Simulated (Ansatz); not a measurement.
SiO2 at a changed volume: Coordination and ¹⁷O quadrupole coupling

Cell: a computed structure from the Materials Project (it need not be an observed phase), relaxed with PBE at fixed cell and then changed (volume scaled by 0.96).

Space group P2_13 (No. 198); a = 6.9860 Å.

| site | Wyckoff | site symmetry | x | y | z |
| --- | --- | --- | --- | --- | --- |
| Si1 | 4a | .3. | 0.9771 | 0.5229 | 0.4771 |
| Si5 | 4a | .3. | 0.7142 | 0.7858 | 0.2142 |
| O9 | 12b | 1 | 0.8607 | 0.3328 | 0.5326 |
| O17 | 4a | .3. | 0.1542 | 0.1542 | 0.1542 |

One atom of each set is listed.

All values are calculated (Ansatz; DFT, PBE, plane waves and PAW (field gradients read without the response of the frozen cores, which leaves them typically 4 to 6 % off), scalar-relativistic, 420 eV cutoff, Γ-centred 3×3×3 k-points, Fermi–Dirac smearing 0.02 eV), not measured.

Q(¹⁷O) = -25.58 mb.

Question: Order the O environments from the weakest to the strongest quadrupole coupling.
A. O9: 2 Si at 1.60 Å, angle 142°
B. O17: 2 Si at 1.59 Å, angle 180°

Answer: A (5.60 MHz, η = 0.21), B (6.29 MHz, η = 0.00).

An axis of threefold or higher order runs through O17, so V_zz lies along it and η is zero. At O9 V_zz runs parallel to the line that joins its two neighbours (within 1°). Like point charges on the first shell alone (each adding as 1/d³) would give the same order.

At this changed cell the PBE pressure is 8 GPa. The atoms aren't relaxed in the changed cell (largest force 0.5 eV/Å).
